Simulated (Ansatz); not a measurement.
# InAs: single point with PBE

Crystal: InAs.

```
CELL_PARAMETERS angstrom
0.00000 2.87730 2.87730
2.87730 0.00000 2.87730
2.87730 2.87730 0.00000
ATOMIC_POSITIONS crystal
In 0.50000 0.50000 0.50000
As 0.00000 0.00000 0.00000
```

Measurements of this composition are mostly on another form, of space group No. 216.

```json
{"Program": "Ansatz 0.2.0", "Task": "single point", "Functional": "PBE", "Potentials or basis": "Ansatz PAW", "Cutoff": "420 eV (not typed: the program's choice for these potentials)", "k mesh": "8 × 8 × 8", "Occupations": "gaussian, width 0.013 eV", "Spin": "no spin polarisation"}
```

```
Pressure               : 0.0 GPa
Band gap on the k mesh : none (metal or under the smearing width)
```

Levels at points of the mesh, in eV from the Fermi level:
| k point | band 12 | band 13 | band 14 | band 15 | band 16 | band 17 |
| --- | --- | --- | --- | --- | --- | --- |
| (0.00, 0.00, 0.00) | -0.69 | -0.23 | -0.23 | -0.23 | 7.18 | 7.18 |
| (0.00, 0.00, -0.50) | -6.51 | 0.15 | 0.15 | 2.11 | 3.27 | 3.27 |
| (0.00, -0.50, -0.50) | -4.71 | -2.93 | -2.25 | -2.25 | 3.87 | 9.17 |

Wall time 0.32 s on 2 threads of AMD EPYC 9R45 96-Core Processor (Zen 5), with other jobs on the host, peak memory 0.39 GiB.
